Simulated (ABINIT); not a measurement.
**Hf: single point with PBEsol**

Crystal: Hf.

```
CELL_PARAMETERS angstrom
0.00000 2.22000 2.22000
2.22000 0.00000 2.22000
2.22000 2.22000 0.00000
ATOMIC_POSITIONS crystal
Hf 0.00000 0.00000 0.00000
```

This isn't the form of Hf at room conditions, which is hcp.

```
Program             : ABINIT 10.8.3 (patched build)
Task                : single point
Functional          : PBEsol
Potentials or basis : PseudoDojo NC SR PBEsol v0.4.1 standard
Cutoff              : 789 eV
k mesh              : 10 × 10 × 10
Occupations         : fermi-dirac, width 0.05 eV
Spin                : no spin polarisation
```

```json
{
 "Pressure": "-1.3 GPa",
 "Band gap on the k mesh": "none (metal or under the smearing width)",
 "Valence electrons inside the program's atomic spheres": "Hf 8.42 (radii [1.0584] Å)"
}
```

Levels at points of the mesh, in eV from the Fermi level:
```csv
k point,band 2,band 3,band 4,band 5,band 6,band 7,band 8,band 9,band 10
"(0.00, 0.00, 0.00)",-29.87,-29.87,-29.87,-7.31,1.39,1.39,1.39,4.26,4.26
"(0.50, 0.00, 0.00)",-30.75,-29.99,-29.99,-3.72,0.66,1.16,1.16,6.46,6.46
"(0.50, 0.50, 0.00)",-30.70,-30.19,-30.19,-3.37,-2.22,2.64,6.47,7.11,7.11
```

It took 10 s on 1 thread of Arm Neoverse V2, with other jobs on the host, peak memory 0.06 GiB.

The run has no spin-orbit coupling, so splittings on Hf are missing.
